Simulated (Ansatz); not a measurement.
Crystal: CuO.

```
CELL_PARAMETERS angstrom
4.16094 0.00000 0.00000
0.00000 4.16094 0.00000
0.00000 0.00000 3.88764
ATOMIC_POSITIONS crystal
Cu 0.50000 0.00000 0.50000
Cu 0.00000 0.50000 0.50000
Cu 0.00000 0.00000 0.00000
O 0.00000 0.00000 0.50000
O 0.50000 0.00000 0.00000
O 0.00000 0.50000 0.00000
```

Measurements of this composition are mostly on another form, of space group No. 15.

* Program: Ansatz 0.2.0
* Task: relaxation of cell and atoms
* Functional: PBEsol
* Potentials or basis: Ansatz PAW
* Cutoff: 420 eV (not typed: the program's choice for these potentials)
* k mesh: 7 × 7 × 7
* Occupations: fermi-dirac, width 0.05 eV
* Spin: no spin polarisation

At the start: volume 11.22 Å³/atom.

Task: How do energy, volume and symmetry change on relaxing?

Result: It ends after 8 steps and the volume is 10.81 Å³/atom (-3.6 %); space group P4/mmm (No. 123, to 0.05 Å).

The path:
```csv
step,energy change (eV),largest force (eV/Å),volume (Å³)
1,0.0000,0.0000,67.31
2,-0.0351,0.0000,66.16
3,-0.0522,0.0000,64.88
4,-0.0518,0.0000,64.96
5,-0.0518,0.0000,64.98
6,-0.0431,0.0000,64.98
7,-0.0435,0.0000,64.88
8,-0.0432,0.0000,64.88
```

Final structure:
```
Cu O
1.0
     4.11054    0.00000    0.00000
     0.00000    4.11054    0.00000
     0.00000    0.00000    3.84006
Cu O
3 3
Direct
  0.50000 0.00000 0.50000
  0.00000 0.50000 0.50000
  0.00000 0.00000 0.00000
  0.00000 0.00000 0.50000
  0.50000 0.00000 0.00000
  0.00000 0.50000 0.00000
```

Caveat: the plane-wave basis is chosen anew once the cell has moved, so the energies of steps on either side of that aren't comparable; the pressure holds a Pulay correction of +0.7 GPa for the finite cutoff; an odd number of electrons without spin polarisation forces a metal; a magnetic or distorted state may lie lower; the run has no spin polarisation, though such a crystal can be magnetic; the PAW data sets come from PBE, with cores solved anew for the run's functional, which leaves a small shift of forces and pressure.
